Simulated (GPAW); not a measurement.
InP:

```
In P
1.0
     0.00000    2.93050    2.93050
     2.93050    0.00000    2.93050
     2.93050    2.93050    0.00000
In P
1 1
Direct
  0.00000 0.00000 0.00000
  0.75000 0.75000 0.75000
```

Base run:

```yaml
Program: GPAW 26.7.0
Functional: LDA
Potentials_or_basis: the program's PAW data sets (release 1.2.1) made for this functional
Cutoff: 450 eV
Basis: pw
k_mesh: 6 × 6 × 6
Occupations: fermi-dirac, width 0.05 eV
Spin: no spin polarisation
```

Its results: band gap on the k mesh 0.47 eV, direct; pressure -2.6 GPa.

**Question.** The run is repeated on the same cell with these changes: cutoff from 450 eV to 600 eV; k mesh from 6 × 6 × 6 to 8 × 8 × 8. What comes out?

**Answer.** Band gap on the k mesh 0.48 eV, direct; pressure -1.5 GPa.

Caveats: spin-orbit coupling is left out, which moves the levels of the heavy elements; the cutoff is short for stress and forces, so pressures can be off by a GPa or more (some runs).

Not every run made on this cell is shown here.
